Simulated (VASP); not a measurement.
Write the native input for VASP 6.6.1 that does the following.

| Quantity | Value |
| --- | --- |
| Task | single point |
| Functional | PBE |
| Potentials or basis | VASP PAW PBE potentials, release 64 (Rb_sv) |
| Cutoff | 520 eV |
| k mesh | 3 × 3 × 2, shifted |
| Occupations | fermi-dirac, width 0.1 eV |
| Spin | no spin polarisation |
| Dipole correction | no |
| Further INCAR settings | ALGO = Fast; EDIFF = 1e-06; NBANDS = 16 |

The structure of Rb lies in POSCAR:

```
Rb
1.0
    5.0882069800      0.0000000000      0.0000000000
   -2.5441034900      4.4065165000      0.0000000000
    0.0000000000      0.0000000000      8.4420579800
Rb
2
Direct
    0.3333333333      0.6666666667      0.2500000000
    0.6666666667      0.3333333333      0.7500000000
```

This isn't the form of Rb at room conditions, which is bcc.

These files were run (other wordings do the same):

INCAR

```
SYSTEM = Rb
PREC = Accurate
ENCUT = 520
EDIFF = 1E-6
ISMEAR = -1
SIGMA = 0.1
LREAL = .False.
LASPH = .True.
NELM = 60
ALGO = Fast
ISIF = 2
LWAVE = .False.
LCHARG = .False.
GGA = PE
NBANDS = 16
```

KPOINTS

```
Automatic mesh
0
Gamma
  3 3 2
  0 0 0.5
```

Potentials or basis: VASP PAW PBE potentials, release 64 (Rb_sv).

Command:

```sh
$ cat potpaw_PBE.64/Rb_sv/POTCAR > POTCAR
$ mpirun -np 1 vasp_std > vasp.out
```

It gave:

```yaml
Pressure: -0.1 GPa
Band_gap_on_the_k_mesh: none (metal or under the smearing width)
```

Caveat: the k mesh is coarse (spacing up to 0.48 Å⁻¹), so the values aren't converged.

Wall time 20 s on 1 thread of AMD EPYC 7R43 64-Core Processor (Zen 3) (shared host), peak memory 0.24 GiB.
